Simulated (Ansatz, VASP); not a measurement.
# GaP (GaP (F-43m)) in two plane-wave programs, part 2 of 2

Wanted: the spread between two codes on one cell, functional and k mesh. The cell is taken from a series of runs on this material, whose earlier steps may have relaxed, scaled, displaced or heated it; both programs get it as it stands.

VASP 6.6.1 and Ansatz 0.2.0.

So far. Step 2 (VASP: single point, r2SCAN): The run ends at a pressure of -0.34 GPa.

### 3. Ansatz: single point, r2SCAN

Level of this step: Ansatz beside VASP: Kohn-Sham DFT, plane waves, r2SCAN (Ansatz).

Ansatz runs on its PAW soft_1 files.

The same cell, functional and mesh now go to Ansatz.

input.yaml reads:

```yaml
crystal:
  lattice:
    - [0.0, 2.7258125, 2.7258125]
    - [2.7258125, 0.0, 2.7258125]
    - [2.7258125, 2.7258125, 0.0]
  atoms:
    - { symbol: Ga, position: [0.0, 0.0, 0.0] }
    - { symbol: P, position: [0.75, 0.75, 0.75] }
basis:
  ecutwfc: 500.0
  ecutrho_ratio: 4
  xc_grid: 2
  fft_grid_basis: typed
  precision: f64
kpoints:
  mp_grid: { grid: [6, 6, 6], shift: [0.5, 0.5, 0.5] }
  band_path: { path: [VBM, CBM], npoints: 1 }
hamiltonian:
  xc: r2scan
  pseudopotentials:
    kind: paw
    azcp: { folder: soft_1, P: "soft_1/P.paw.azcp", Ga: "soft_1/Ga.paw.azcp" }
scf:
  max_iter: 60
  self_checks: high
  occupations: { method: fixed }
output:
  forces: true
checkpoint:
  write: "../host.semi.run"
  compress: false
  write_wavefunctions: true
  write_every: 100000
```

Launch:

```
> ansatz run input.yaml --threads 32 --pin off --max-ram 84787MiB --backend cuda --events-out ev --progress --plain --runs-dir out --max-vram 78GiB
```

Numbers of over 12 decimals in the logs are rounded to 6 here.

The log of the run:

```text
Warning: crystal.symmetry: narrowed to the stabiliser of the k-point mesh — unitary ops 24 → 6; excluded 18 operations that carry a point of the 6×6×6 mesh (shift [0.5, 0.5, 0.5]) off the mesh (the run samples exactly the mesh kpoints.mp_grid names, as under crystal.symmetry.detect: false, and its converged state has the mesh's symmetry, not the crystal's; ε∞, the Born charges and the force constants of a linear resp
Engine: ansatz 0.2.0, aarch64-unknown-linux-gnu
Pseudopotentials: kind: paw
Pseudopotential: Ga, paw, valence charge 13, recommended cutoff 500 eV (meta_gga), soft_1/Ga.paw.azcp
Pseudopotential: P, paw, valence charge 5, recommended cutoff 500 eV (meta_gga), soft_1/P.paw.azcp
Functional definition: r2SCAN
  parameter k0 = 0.174
  parameter k1 = 0.065
  parameter a1 = 4.9479
  exchange = r2scan_x(k0 = k0, k1 = k1, a1 = a1)
  correlation = r2scan_c
device memory: the entry about to start is reckoned to put 0.7 GiB on a device that reports 135.7 GiB free (of which the cap on the GPU budget leaves the run 78.0 GiB)
GPU FFT provider: cuFFT
GPU libraries: cuBLAS 13.8.1, cuFFT 12.4.0, cuSOLVER 12.3.2
Crystal: 2 atoms, lattice volume = 40.506 Å³
Basis set: ecut = 500 eV, 965 PW (Γ), exchange–correlation on 60×60×60 points (8 copies of the dense FFT grid, shifted against one another)
Bands: 13, of which v1, the nominal top of the filled ones, is band 9 counted from 1 (8 counted from 0)
Symmetry: 6 space group operations
k-points: 28 of 216 (time reversal used)
Non-local potential: Ga, projectors of the file, l = 0: 2, l = 1: 2, l = 2: 3, l = 3: 1
Non-local potential: P, projectors of the file, l = 0: 2, l = 1: 2, l = 2: 1
PAW form: soft (Blöchl's): semilocal exchange-correlation on the pseudo side does not see the compensation charge
PAW frozen core: Ga, regenerated for the run's functional (the file was generated under x = pbe(κ = 0.804, μ = 0.219515), c = pbe(β = 0.066725))
PAW frozen core: P, regenerated for the run's functional (the file was generated under x = pbe(κ = 0.804, μ = 0.219515), c = pbe(β = 0.066725))
PAW one-centre angular grid: Ga, 590 points (default); XC on 160 Gauss nodes
PAW one-centre angular grid: P, 302 points (default); XC on 160 Gauss nodes
Initial density: superposition of atomic densities (chi_scale 0.1, normalization cell, long waves kept (reshape's long-wave potential 0.00 eV rms))
Initial wavefunctions: pseudopotential atomic-orbital guess
GPU buffer pool allocated for 27000 grid points (all kernels)
GPU transforms: local potential and band sums: pruned to the plane-wave sphere, on 30×30×30
Functional: x = r2scan, c = r2scan; τ floored in thin density (d = 2e-4 eV/Å³)
SCF iter   1: F=—  HF=-4550.487709 eV  |Δ(HF+E_count)|=         —  Δρ=5.00e-2  dr2=6.67e-1  dr2_τ=1.70e-2  Hψ=1953
preconditioner: auto → none  [insulator: Δε(μ)=2.305 eV  Ē_g=16.229 eV  n_scr=14 (ndim 8)  ℏωp=24.8 eV  f_vac=0.000  ε∞_Penn≈3.3]
SCF iter   2: F=—  HF=-4550.468820 eV  |Δ(HF+E_count)|=   1.89e-2  Δρ=2.31e-2  dr2=1.07e-1  dr2_τ=8.47e-4  Hψ=674
SCF iter   3: F=—  HF=-4550.492583 eV  |Δ(HF+E_count)|=   2.38e-2  Δρ=5.33e-3  dr2=8.02e-3  dr2_τ=4.18e-4  Hψ=430
SCF iter   4: F=—  HF=-4550.491897 eV  |Δ(HF+E_count)|=   6.86e-4  Δρ=8.00e-4  dr2=1.33e-4  dr2_τ=1.72e-6  Hψ=526
SCF iter   5: F=—  HF=-4550.491865 eV  |Δ(HF+E_count)|=   3.21e-5  Δρ=1.89e-4  dr2=1.56e-5  dr2_τ=2.44e-7  Hψ=675
SCF iter   6: F=—  HF=-4550.491859 eV  |Δ(HF+E_count)|=   6.15e-6  Δρ=7.38e-5  dr2=2.85e-6  dr2_τ=1.15e-8  Hψ=608
SCF iter   7: F=—  HF=-4550.491858 eV  |Δ(HF+E_count)|=   1.12e-6  Δρ=1.38e-5  dr2=1.16e-7  dr2_τ=3.39e-10  Hψ=616
SCF iter   8: F=-4550.491858 eV  HF=-4550.491858 eV  |Δ(HF+E_count)|=   4.87e-8  Δρ=1.47e-6  dr2=1.33e-9  dr2_τ=8.32e-12  Hψ=2249
SCF 1 converged in 8 iterations: F = -4550.491858 eV  dr2 = 1.33e-9
  greatest PAW one-centre occupation: 0.993 electrons in one spin orbital (limit 2), on the Ga atom at site 0 (counted from 0), in its partial waves of l = 2
device memory: the entry about to start is reckoned to put 0.7 GiB on a device that reports 135.3 GiB free (of which the cap on the GPU budget leaves the run 78.0 GiB)
NSCF: frozen V_eff on 28 k-points, pencils in batches of 32, up to order 52
the band table was solved once the SCF had ended and its energy, with any forces and stress, was formed, with the checks that follow a solve (2203 applications of the Hamiltonian). They found nothing against the state; the energy, forces and stress were not computed again (output.eigenvalues in the input reference)
device memory: the entry about to start is reckoned to put 0.6 GiB on a device that reports 135.4 GiB free (of which the cap on the GPU budget leaves the run 78.0 GiB)
NSCF: frozen V_eff on 32 k-points, pencils in batches of 32, up to order 60
device memory: the entry about to start is reckoned to put 0.6 GiB on a device that reports 135.4 GiB free (of which the cap on the GPU budget leaves the run 78.0 GiB)
NSCF: frozen V_eff on 32 k-points, pencils in batches of 32, up to order 60
device memory: the entry about to start is reckoned to put 0.6 GiB on a device that reports 135.4 GiB free (of which the cap on the GPU budget leaves the run 78.0 GiB)
NSCF: frozen V_eff on 32 k-points, pencils in batches of 32, up to order 60
device memory: the entry about to start is reckoned to put 0.6 GiB on a device that reports 135.4 GiB free (of which the cap on the GPU budget leaves the run 78.0 GiB)
NSCF: frozen V_eff on 32 k-points, pencils in batches of 32, up to order 60
device memory: the entry about to start is reckoned to put 0.6 GiB on a device that reports 135.4 GiB free (of which the cap on the GPU budget leaves the run 78.0 GiB)
NSCF: frozen V_eff on 32 k-points, pencils in batches of 32, up to order 60
device memory: the entry about to start is reckoned to put 0.5 GiB on a device that reports 135.4 GiB free (of which the cap on the GPU budget leaves the run 78.0 GiB)
NSCF: frozen V_eff on 10 k-points, pencils in batches of 32, up to order 60
device memory: the entry about to start is reckoned to put 0.5 GiB on a device that reports 135.4 GiB free (of which the cap on the GPU budget leaves the run 78.0 GiB)
NSCF: frozen V_eff on 11 k-points, pencils in batches of 32, up to order 60
device memory: the entry about to start is reckoned to put 0.5 GiB on a device that reports 135.4 GiB free (of which the cap on the GPU budget leaves the run 78.0 GiB)
NSCF: frozen V_eff on 13 k-points, pencils in batches of 32, up to order 60
device memory: the entry about to start is reckoned to put 0.5 GiB on a device that reports 135.4 GiB free (of which the cap on the GPU budget leaves the run 78.0 GiB)
NSCF: frozen V_eff on 13 k-points, pencils in batches of 32, up to order 60
device memory: the entry about to start is reckoned to put 0.5 GiB on a device that reports 135.4 GiB free (of which the cap on the GPU budget leaves the run 78.0 GiB)
NSCF: frozen V_eff on 13 k-points, pencils in batches of 32, up to order 60
device memory: the entry about to start is reckoned to put 2.6 GiB on a device that reports 135.4 GiB free (of which the cap on the GPU budget leaves the run 78.0 GiB)
NSCF: frozen V_eff on 8 k-points
device memory: the entry about to start is reckoned to put 0.5 GiB on a device that reports 135.3 GiB free (of which the cap on the GPU budget leaves the run 78.0 GiB)
NSCF: frozen V_eff on 10 k-points, pencils in batches of 32, up to order 60
device memory: the entry about to start is reckoned to put 0.5 GiB on a device that reports 135.3 GiB free (of which the cap on the GPU budget leaves the run 78.0 GiB)
NSCF: frozen V_eff on 10 k-points, pencils in batches of 32, up to order 60
device memory: the entry about to start is reckoned to put 1.6 GiB on a device that reports 135.3 GiB free (of which the cap on the GPU budget leaves the run 78.0 GiB)
NSCF: frozen V_eff on 5 k-points
device memory: the entry about to start is reckoned to put 1.3 GiB on a device that reports 135.3 GiB free (of which the cap on the GPU budget leaves the run 78.0 GiB)
NSCF: frozen V_eff on 4 k-points
device memory: the entry about to start is reckoned to put 0.7 GiB on a device that reports 135.3 GiB free (of which the cap on the GPU budget leaves the run 78.0 GiB)
NSCF: frozen V_eff on 2 k-points
SCF converged after 8 iterations
Free energy (F): -4550.491858 eV
Harris-Foulkes:  -4550.491858 eV  (|F-HF|=1.27e-9)
Internal energy: -4550.491858 eV  (E = F + TS)
E sigma→0 (E₀):  -4550.491858 eV
Fermi energy:    6.760224 eV
--- Per-component energies (eV) ---
  E_band       = -67.881069
  E_kinetic    = 180.062450
  E_local      = -1678.132959  (includes V_loc(G=0)·N_el)
  E_nonlocal   = -59.012363
  E_hartree    = 1018.540312
  E_xc         = -125.718743
  E_vxc        = -123.117914  (∫ρ·V_xc dr)
  E_paw        = -2573.112612  (= ΣΔE_a)
  E_vpaw       = -430.656863  (= ΣTr[D̂ρ^β])
  E_aug_tail   = 0.000030  (compensation charges beyond the density's cutoff)
  E_vtau       = 5.894846  (kinetic-family band-sum trace: ∫τ·v_τ [+ j·A + Jᵃ·Aᵃ] dr)
  E_ewald      = -1312.374066
  E_core_change = -0.743908  (= ΣΔE_core)
  E_smearing   = -0.000000  (= −TS)
  E_closure    = 0.000000  (closes the sum)
  Σ components = -4550.491858   (vs F -4550.491858, Δ=0.00e0)
--- Forces (eV/Å), atoms counted from 1 ---
  atom   1  Ga    -0.00022307    -0.00022307    -0.00022307
  atom   2  P      0.00022239     0.00022239     0.00022239
  max |Σ_I F_I| component: 6.80e-7 eV/Å
--- Band table (eV; the first three rows and the last of 28) ---
  k-point 0: bands = [... 5 lower, -6.0484, 5.9977, 6.7602, 6.7602, 9.6711, 11.2272, 11.2272, 11.2914]
  k-point 1: bands = [... 5 lower, -5.5576, 3.8574, 5.6733, 6.5413, 10.0646, 11.6196, 11.7460, 12.9780]
  k-point 2: bands = [... 5 lower, -4.5141, 1.1482, 5.1448, 5.9198, 9.5974, 12.0348, 12.0710, 15.0259]
  k-point 27: bands = [... 5 lower, -3.7563, 0.2458, 4.0323, 5.3519, 10.0331, 11.9805, 12.8942, 15.5970]
```

### 4. Side by side

Known differences besides the potentials themselves: VASP keeps PBE cores, Ansatz makes them for the functional; fixed occupations in Ansatz, narrow Gaussian smearing in VASP; the cutoff is 500 eV in Ansatz and 440 eV in VASP. Total energies have different zeros and are not compared.

Compared:

```tsv
quantity	Ansatz	VASP	difference
gap on the k mesh (eV)	2.156	2.161	-0.005
```

A gap on the mesh is an upper bound, since the band edges may lie between its points.

### 5. Summary of results

| Item | Value |
| --- | --- |
| difference in gap on the k mesh (single point, r2SCAN) | -0.0046 eV |

In words: The difference in gap on the k mesh is -0.0046 eV (single point, r2SCAN), within the 0.08 eV picked in this series as the mark of a large difference. Such differences can come from data sets, numerical settings and the points named under the comparisons, not from the functional's error against experiment.

[Lines on the potential files, build, host, timing and source positions are cut from VASP's logs without a mark.]

[Logs are printed without paths, hosts, clocks, repeated set-up lines and the standing remarks that a program may print on its own settings, such as how far it seeks lower states.]

[Hosts, paths, dates, database ids (printed as entryN), source tags and the programs' standing remarks are cut or masked in the printed files.]
